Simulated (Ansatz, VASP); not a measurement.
Mg: VASP beside Ansatz

File INCAR:

```
PREC = Accurate
ENCUT = 520
EDIFF = 1E-7
ISMEAR = 1
SIGMA = 0.05
LREAL = F
LASPH = T
NELM = 80
ALGO = Normal
ISIF = 2
LWAVE = F
LCHARG = T
GGA = PE
LELF = T
LVHAR = T
NBANDS = 7
```

Contents of KPOINTS:

```
regular mesh
0
Gamma
  9 9 9
```

The input POSCAR:

```
Mg
1.0
    0.0000000000      2.1668053443      2.1668053443
    2.1668053443      0.0000000000      2.1668053443
    2.1668053443      2.1668053443      0.0000000000
Mg
1
Direct
    0.0000000000      0.0000000000      0.0000000000
```

Input for Ansatz:

```yaml
crystal:
  lattice:
    - [0.0, 2.166805344337492, 2.166805344337492]
    - [2.166805344337492, 0.0, 2.166805344337492]
    - [2.166805344337492, 2.166805344337492, 0.0]
  atoms:
    - { symbol: Mg, position: [0.0, 0.0, 0.0] }
basis:
  ecutwfc: 500.0
kpoints:
  mp_grid:
    grid: [9, 9, 9]
hamiltonian:
  pseudopotentials:
    kind: paw
scf:
  occupations:
    method: cold
    width: 0.05
output:
  stress: true
```

This isn't the form of Mg at room conditions, which is hcp.

Alike in both runs: task single point; functional PBE; k mesh 9 × 9 × 9; no spin polarisation.

|  | VASP | Ansatz |
| --- | --- | --- |
| version | VASP 6.6.1 | Ansatz 0.2.0 |
| potentials or method | VASP PAW PBE potentials, release 64 (Mg) | plane waves, PAW |
| plane-wave cutoff (eV) | 520 | 500 |
| occupations | methfessel-paxton of order 1, width 0.05 eV | cold, width 0.05 eV |
| valence electrons in the cell | 2 | 10 |

VASP gave:

* pressure (GPa): 5.7

Question: Which values does Ansatz return?

Answer: Pressure (GPa): 5.8.

The two sets of potentials don't hold the same shells in valence.
